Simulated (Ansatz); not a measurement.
## Sn: equation of state with PBE

Sn:

```
CELL_PARAMETERS angstrom
0.00000 3.23334 3.23334
3.23334 0.00000 3.23334
3.23334 3.23334 0.00000
ATOMIC_POSITIONS crystal
Sn 0.75000 0.75000 0.75000
Sn 0.50000 0.50000 0.50000
```

This isn't the form of Sn at room conditions, which is tetragonal (white tin).

```
Program             : Ansatz 0.2.0
Task                : equation of state
Functional          : PBE
Potentials or basis : SPMS NC
Cutoff              : 490 eV
Density cutoff      : 1959 eV
k mesh              : 7 × 7 × 7
Occupations         : fermi-dirac, width 0.05 eV
Spin                : no spin polarisation
```

| Quantity | Value |
| --- | --- |
| Equilibrium volume | 36.97 Å³/atom (rough: see the caveat) |
| Bulk modulus | 34 GPa (rough) |

Energy against volume, from the lowest point:
| volume (Å³/atom) | energy (meV/atom) |
| --- | --- |
| 31.775 | 103.40 |
| 32.451 | 73.80 |
| 33.127 | 49.92 |
| 33.803 | 31.12 |
| 34.479 | 16.82 |
| 35.155 | 6.66 |
| 35.831 | 0.00 |

All runs of the series together: 6.2 s on 2 threads of Intel(R) Xeon(R) Platinum 8259CL CPU @ 2.50GHz (Skylake/Cascade Lake), on a shared host.

Caveat: the minimum lies outside the volumes run.
